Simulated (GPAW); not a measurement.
# ZnO (zincite) (P6_3mc) in GPAW: further runs, part 2 of 2

GPAW 26.7.0.

## Step 4: Relaxation of cell and atoms, r2SCAN

run.py

```python
from ase.filters import FrechetCellFilter
from ase.io import read, write
from ase.optimize import BFGS
from gpaw import GPAW, PW

atoms = read('ZnO.xyz')

calc = GPAW(mode=PW(800),
            xc='MGGA_X_R2SCAN+MGGA_C_R2SCAN',
            kpts={'size': (6, 6, 3), 'gamma': True},
            occupations={'name': 'fermi-dirac', 'width': 0.05},
            nbands=31,
            convergence={'density': 1e-06, 'energy': 1e-06, 'eigenstates': 1e-10},
            maxiter=150,
            txt='gpaw.txt')
atoms.calc = calc
opt = BFGS(FrechetCellFilter(atoms), trajectory='relax.traj', logfile='-')
done = opt.run(fmax=0.05, steps=60)
calc.write('gs.gpw')
write('result.traj', atoms)
print('Converged:', done)
print('Cell:', atoms.cell.cellpar().round(4))
print('Volume:', round(atoms.get_volume(), 4))
print(atoms.get_scaled_positions().round(5))
```

ZnO.xyz

```xyz
4
Lattice="3.2493080000 0.0000000000 0.0000000000 -1.6246540000 2.8139832727 0.0000000000 0.0000000000 0.0000000000 5.2057090000" Properties=species:S:1:pos:R:3 pbc="T T T"
Zn     1.6246540002      0.9379944241      0.0000000000
Zn    -0.0000000002      1.8759888486      2.6028545000
O     -0.0000000002      1.8759888486      4.5758702681
O      1.6246540002      0.9379944241      1.9730157681
```

Potentials or basis: GPAW PAW data sets (gpaw-data 1.2.1), pw.

Run with:

```
$ OMP_NUM_THREADS=1 python run.py
```

gpaw.txt:

```text
__  _  _
 | _ |_)|_||  |
 |__||  | ||/\| - 26.7.0

Input parameters:
  mode=PW(ecut=800.0),
  convergence={'density': 1e-06, 'energy': 1e-06, 'eigenstates': 1e-10},
  kpts=MonkhorstPack(size=(6, 6, 3), gamma=True),
  maxiter=150,
  nbands=31,
  occupations=Occupations(name='fermi-dirac', width=0.05),
  xc=XC(name='MGGA_X_R2SCAN+MGGA_C_R2SCAN')

Diagonalizing LCAO Hamiltonian
Converting LCAO to pw mode

        O

        Zn

           O

           Zn

Atoms  # Å, Bohr magnetons
|   | symbol |         x |        y |        z |    initial magnetic moments |
|---|--------|-----------|----------|----------|-----------------------------|
| 0 |     Zn |  1.624654 | 0.937994 | 0.000000 | ( 0.0000,  0.0000,  0.0000) |
| 1 |     Zn | -0.000000 | 1.875989 | 2.602854 | ( 0.0000,  0.0000,  0.0000) |
| 2 |      O | -0.000000 | 1.875989 | 4.575870 | ( 0.0000,  0.0000,  0.0000) |
| 3 |      O |  1.624654 | 0.937994 | 1.973016 | ( 0.0000,  0.0000,  0.0000) |

Unit cell  # Å
| periodic |         x |        y |        z |  lengths |     angles |
|----------|-----------|----------|----------|----------|------------|
|      yes |  3.249308 | 0.000000 | 0.000000 | 3.249308 |  90.000000 |
|      yes | -1.624654 | 2.813983 | 0.000000 | 3.249308 |  90.000000 |
|      yes |  0.000000 | 0.000000 | 5.205709 | 5.205709 | 120.000000 |

Number of symmetries: 6
Symmetry operations  # r_c * U_cc + t_c -> r_c
|   | kind |            matrix            |
|---|------|------------------------------|
| 0 |  σ   |  1, 1, 0,  0,-1, 0,  0, 0, 1 |
| 1 |  E   |  1, 0, 0,  0, 1, 0,  0, 0, 1 |
| 2 |  C3  |  0, 1, 0, -1,-1, 0,  0, 0, 1 |
| 3 |  σ   |  0,-1, 0, -1, 0, 0,  0, 0, 1 |
| 4 |  σ   | -1, 0, 0,  1, 1, 0,  0, 0, 1 |
| 5 |  C3  | -1,-1, 0,  1, 0, 0,  0, 0, 1 |
[... 191 lines left out ...]
Gap: 1.236 eV
Transition (v -> c):
  (s=0, k=0, n=17, [0.00, 0.00, 0.00]) -> (s=0, k=0, n=18, [0.00, 0.00, 0.00])
No difference between direct/indirect transitions

Stress tensor  # eV/Ang^3
|         x |        y |         z |
|-----------|----------|-----------|
|  0.013801 | 0.000000 | -0.000000 |
|  0.000000 | 0.013801 |  0.000000 |
| -0.000000 | 0.000000 |  0.003621 |

Forces  # eV/Ang
|       x |        y |        z |
[... 23 lines left out ...]

Unit cell  # Å
| periodic |         x |         y |         z |  lengths |     angles |
|----------|-----------|-----------|-----------|----------|------------|
|      yes |  3.247403 | -0.000000 |  0.000000 | 3.247403 |  90.000000 |
|      yes | -1.623701 |  2.812333 | -0.000000 | 3.247403 |  90.000000 |
|      yes |  0.000000 | -0.000000 |  5.204908 | 5.204908 | 120.000000 |

Number of symmetries: 6
Symmetry operations  # r_c * U_cc + t_c -> r_c
|   | kind |            matrix            |
|---|------|------------------------------|
| 0 |  σ   |  1, 1, 0,  0,-1, 0,  0, 0, 1 |
| 1 |  E   |  1, 0, 0,  0, 1, 0,  0, 0, 1 |
| 2 |  C3  |  0, 1, 0, -1,-1, 0,  0, 0, 1 |
| 3 |  σ   |  0,-1, 0, -1, 0, 0,  0, 0, 1 |
| 4 |  σ   | -1, 0, 0,  1, 1, 0,  0, 0, 1 |
| 5 |  C3  | -1,-1, 0,  1, 0, 0,  0, 0, 1 |
[... 194 lines left out ...]
Gap: 1.237 eV
Transition (v -> c):
  (s=0, k=0, n=17, [0.00, 0.00, 0.00]) -> (s=0, k=0, n=18, [0.00, 0.00, 0.00])
No difference between direct/indirect transitions

Stress tensor  # eV/Ang^3
|        x |         y |         z |
|----------|-----------|-----------|
| 0.012052 |  0.000000 |  0.000000 |
| 0.000000 |  0.012052 | -0.000000 |
| 0.000000 | -0.000000 |  0.003594 |

Forces  # eV/Ang
|        x |       y |        z |
|----------|---------|----------|
| -0.00000 | 0.00000 | -0.05157 |  # Zn   0
|  0.00000 | 0.00000 | -0.05125 |  # Zn   1
| -0.00000 | 0.00000 |  0.05281 |  # O    2
|  0.00000 | 0.00000 |  0.05086 |  # O    3

Interpolating wave functions to new cell

        O

        Zn

           O

           Zn

Atoms  # Å, Bohr magnetons
|   | symbol |         x |        y |         z |    initial magnetic moments |
|---|--------|-----------|----------|-----------|-----------------------------|
| 0 |     Zn |  1.618227 | 0.934284 | -0.005852 | ( 0.0000,  0.0000,  0.0000) |
| 1 |     Zn | -0.000000 | 1.868567 |  2.594021 | ( 0.0000,  0.0000,  0.0000) |
| 2 |      O | -0.000000 | 1.868567 |  4.576569 | ( 0.0000,  0.0000,  0.0000) |
| 3 |      O |  1.618227 | 0.934284 |  1.976502 | ( 0.0000,  0.0000,  0.0000) |

Unit cell  # Å
| periodic |         x |         y |         z |  lengths |     angles |
|----------|-----------|-----------|-----------|----------|------------|
|      yes |  3.236453 | -0.000000 | -0.000000 | 3.236453 |  90.000000 |
|      yes | -1.618227 |  2.802851 |  0.000000 | 3.236453 |  90.000000 |
|      yes | -0.000000 |  0.000000 |  5.199683 | 5.199683 | 120.000000 |

Number of symmetries: 6
Symmetry operations  # r_c * U_cc + t_c -> r_c
|   | kind |            matrix            |
|---|------|------------------------------|
| 0 |  σ   |  1, 1, 0,  0,-1, 0,  0, 0, 1 |
| 1 |  E   |  1, 0, 0,  0, 1, 0,  0, 0, 1 |
| 2 |  C3  |  0, 1, 0, -1,-1, 0,  0, 0, 1 |
| 3 |  σ   |  0,-1, 0, -1, 0, 0,  0, 0, 1 |
| 4 |  σ   | -1, 0, 0,  1, 1, 0,  0, 0, 1 |
| 5 |  C3  | -1,-1, 0,  1, 0, 0,  0, 0, 1 |
[... 194 lines left out ...]
Gap: 1.244 eV
Transition (v -> c):
  (s=0, k=0, n=17, [0.00, 0.00, 0.00]) -> (s=0, k=0, n=18, [0.00, 0.00, 0.00])
No difference between direct/indirect transitions

Stress tensor  # eV/Ang^3
|        x |         y |         z |
|----------|-----------|-----------|
| 0.001869 |  0.000000 |  0.000000 |
| 0.000000 |  0.001869 | -0.000000 |
| 0.000000 | -0.000000 |  0.002465 |

Forces  # eV/Ang
|        x |        y |        z |
|----------|----------|----------|
|  0.00000 |  0.00000 |  0.03374 |  # Zn   0
| -0.00000 |  0.00000 |  0.03413 |  # Zn   1
|  0.00000 |  0.00000 | -0.03489 |  # O    2
|  0.00000 | -0.00000 | -0.03296 |  # O    3

# Writing to gs.gpw (mode='')
```

stdout:

```text
Step          Energy          fmax
BFGS:    0      -34.675747        0.164225
BFGS:    1      -34.676700        0.143225
BFGS:    2      -34.679021        0.034851
Converged: True
Cell: [  3.2365   3.2365   5.1997  90.      90.     120.    ]
Volume: 47.1679
[[0.66667 0.33333 0.99887]
 [0.33333 0.66667 0.49888]
 [0.33333 0.66667 0.88016]
 [0.66667 0.33333 0.38012]]
```

It took 3 min on 1 thread of Intel Xeon 6975P-C (Granite Rapids), shared host; peak memory 0.52 GiB.

Results:

```yaml
Free_energy: -34.6790 eV
Relaxed_volume: 11.79 Å³/atom
Relaxed_cell: a = 3.236 Å, b = 3.236 Å, c = 5.200 Å, α = 90.00°, β = 90.00°, γ = 120.00°
Space_group_after_relaxing_to_0.05_Å: P6_3mc (No. 186)
Energy_gained_by_relaxing: 0.8 meV/atom
Ionic_steps: 3
Pressure_after_relaxing: -0.3 GPa
Largest_force_after_relaxing: 0.035 eV/Å
Band_gap_on_the_k_mesh: 1.24 eV, direct
```

Forces on the atoms (eV/Å):
```
Zn   0.000  0.000  0.034
Zn   0.000  0.000  0.034
O    0.000  0.000 -0.035
O    0.000  0.000 -0.033
```

Stress tensor (GPa, compression positive):
```
-0.30  0.00  0.00
 0.00 -0.30  0.00
 0.00  0.00 -0.39
```

The path:
| step | energy change (eV) | largest force (eV/Å) | pressure (GPa) | volume (Å³) |
| --- | --- | --- | --- | --- |
| 1 | 0.0000 | 0.0702 | -1.67 | 47.60 |
| 2 | -0.0010 | 0.0528 | -1.48 | 47.54 |
| 3 | -0.0033 | 0.0349 | -0.33 | 47.17 |

Final structure:
```xyz
4
Lattice="3.2365 0.0000 0.0000 -1.6182 2.8029 0.0000 0.0000 0.0000 5.1997" Properties=species:S:1:pos:R:3 pbc="T T T"
Zn    1.6182    0.9343   -0.0059
Zn    0.0000    1.8686    2.5940
O     0.0000    1.8686    4.5766
O     1.6182    0.9343    1.9765
```

Caveat: the k mesh is coarse; later steps reuse the first step's grids; the PAW data sets were made with another functional, which shifts forces and pressure a little. r2SCAN opens gaps a little over a GGA but as a rule still falls short of measured ones.

## Step 5: Relaxation of cell and atoms, RPBE+D3(BJ)

run.py

```python
from ase.calculators.mixing import SumCalculator
from ase.filters import FrechetCellFilter
from ase.io import read, write
from ase.optimize import FIRE
from dftd3.ase import DFTD3
from gpaw import GPAW, PW

atoms = read('POSCAR')

calc = GPAW(mode=PW(800),
            xc='RPBE',
            kpts={'size': (6, 6, 3), 'gamma': True},
            occupations={'name': 'fermi-dirac', 'width': 0.05},
            nbands=31,
            convergence={'density': 1e-05, 'energy': 1e-05},
            maxiter=150,
            txt='gpaw.txt')
atoms.calc = SumCalculator([calc, DFTD3(method='rpbe', damping='d3bj')])
opt = FIRE(FrechetCellFilter(atoms), trajectory='relax.traj', logfile='-')
done = opt.run(fmax=0.02, steps=60)
calc.write('gs.gpw')
write('result.traj', atoms)
print('Converged:', done)
print('Cell:', atoms.cell.cellpar().round(4))
print('Volume:', round(atoms.get_volume(), 4))
print(atoms.get_scaled_positions().round(5))
```

POSCAR

```
ZnO
1.0
    3.2493080000      0.0000000000      0.0000000000
   -1.6246540000      2.8139832727      0.0000000000
    0.0000000000      0.0000000000      5.2057090000
Zn O
2 2
Direct
    0.6666666667      0.3333333333      0.0000000000
    0.3333333333      0.6666666667      0.5000000000
    0.3333333333      0.6666666667      0.8790100000
    0.6666666667      0.3333333333      0.3790100000
```

Potentials or basis: the program's PAW data sets (release 1.2.1) made for this functional, pw.

Run with:

```
$ OMP_NUM_THREADS=1 python run.py
```

Run time: 8.3 min. Hardware: 1 thread of Intel Xeon Platinum 8259CL at 2.50GHz (Skylake/Cascade Lake), shared host; peak memory 0.28 GiB.

Results (log left out):

```yaml
Free_energy: -20.2173 eV
Relaxed_volume: 11.52 Å³/atom
Relaxed_cell: a = 3.216 Å, b = 3.216 Å, c = 5.147 Å, α = 90.00°, β = 90.00°, γ = 120.00°
Space_group_after_relaxing_to_0.05_Å: P6_3mc (No. 186)
Energy_gained_by_relaxing: 5.6 meV/atom
Ionic_steps: 21
Pressure_after_relaxing: 0.0 GPa
Largest_force_after_relaxing: 0.020 eV/Å
Band_gap_on_the_k_mesh: 0.94 eV, direct
Dispersion_energy_per_atom: -0.874 eV
```

Forces in eV/Å, atoms in the order of the input:
```
Zn   0.000  0.000 -0.020
Zn   0.000  0.000 -0.020
O    0.000  0.000  0.019
O    0.000  0.000  0.019
```

The path:
```
step  energy change (eV)  largest force (eV/Å)  pressure (GPa)  volume (Å³)
   1              0.0000                0.0959           -4.53        47.60
   2             -0.0036                0.0794           -4.20        47.48
   3             -0.0095                0.0495           -3.56        47.25
   4             -0.0158                0.0119           -2.63        46.93
   5             -0.0203                0.0259           -1.45        46.54
   6             -0.0220                0.0491           -0.12        46.12
   7             -0.0206                0.0423            1.16        45.73
   8             -0.0207                0.0401            1.14        45.74
   9             -0.0208                0.0357            1.09        45.76
  10             -0.0211                0.0293            1.02        45.78
  11             -0.0213                0.0214            0.92        45.80
  12             -0.0216                0.0123            0.81        45.84
  13             -0.0218                0.0028            0.68        45.87
  14             -0.0220                0.0070            0.54        45.92
  15             -0.0222                0.0157            0.37        45.97
  16             -0.0223                0.0220            0.17        46.03
  17             -0.0224                0.0238           -0.04        46.09
  18             -0.0224                0.0234           -0.04        46.09
  19             -0.0224                0.0225           -0.04        46.09
  20             -0.0224                0.0212           -0.04        46.09
  21             -0.0224                0.0195           -0.04        46.09
```

Final structure:
```xyz
4
Lattice="3.2155 0.0000 0.0000 -1.6078 2.7847 0.0000 0.0000 0.0000 5.1475" Properties=species:S:1:pos:R:3 pbc="T T T"
Zn    1.6078    0.9282   -0.0060
Zn    0.0000    1.8565    2.5678
O     0.0000    1.8565    4.5306
O     1.6078    0.9282    1.9569
```

Levels at points of the mesh, in eV from the valence-band top:
```csv
k point,band 16,band 17,band 18,band 19,band 20,band 21
"(0.00, 0.00, 0.00)",-0.10,0.00,0.00,0.94,5.43,8.48
"(0.50, 0.50, 0.00)",-2.37,-1.31,-0.89,6.00,7.04,7.79
```

Caveat: the k mesh is coarse; later steps reuse the first step's grids. RPBE gaps usually lie below the measured ones, often by a third to a half.

## Step 6: The runs side by side

| task | level | potentials or basis | cell | k mesh | cutoff (eV) | maxiter | optimizer | fmax | max steps | gap on the mesh (eV) | pressure (GPa) | relaxed volume (Å³/atom) | largest force (eV/Å) |
| --- | --- | --- | --- | --- | --- | --- | --- | --- | --- | --- | --- | --- | --- |
| single point | PBE | GPAW PAW data sets (gpaw-data 1.2.1), pw | as given | 8 × 8 × 4 | 600 | 120 | - | - | - | 0.79 | 1.3 | - | 0.07 |
| relaxation of cell and atoms | RPBE | the program's PAW data sets (release 1.2.1) made for this functional, pw | relaxed | 6 × 6 × 3 | 800 | 150 | LBFGS | 0.05 eV/Å | 40 | 0.79 | 0.0 | 12.85 | 0.04 |
| relaxation of cell and atoms | r2SCAN | GPAW PAW data sets (gpaw-data 1.2.1), pw | relaxed | 6 × 6 × 3 | 800 | 150 | BFGS | 0.05 eV/Å | 60 | 1.24 | -0.3 | 11.79 | 0.03 |
| relaxation of cell and atoms | RPBE+D3(BJ) | the program's PAW data sets (release 1.2.1) made for this functional, pw | relaxed | 6 × 6 × 3 | 800 | 150 | FIRE | 0.02 eV/Å | 60 | 0.94 | 0.0 | 11.52 | 0.02 |

Alike in all rows: no spin polarisation; smearing fermi-dirac 0.05 eV.

Caveats: later steps reuse the first step's grids (some runs); the cutoff is short for stress and forces, so pressures can be off by a GPa or more (some runs); the PAW data sets were made with another functional, which shifts forces and pressure a little (some runs).

Absolute energies hang on the potentials; compare differences alone.

## Step 7: How close it comes

Step 2. A measured gap of ZnO is 3.37 eV (quoted in “Electronic structure of alkaline earth and post-transition metal oxides”, 2009, arxiv:0908.1581); the calculated 0.79 eV misses it by -2.58 eV. So large a miss can be the level of theory's own, or it may mean another phase, state or a wrong row. The value is that of PBE, without temperature or zero-point motion. Semilocal functionals fall short of measured gaps as a rule.
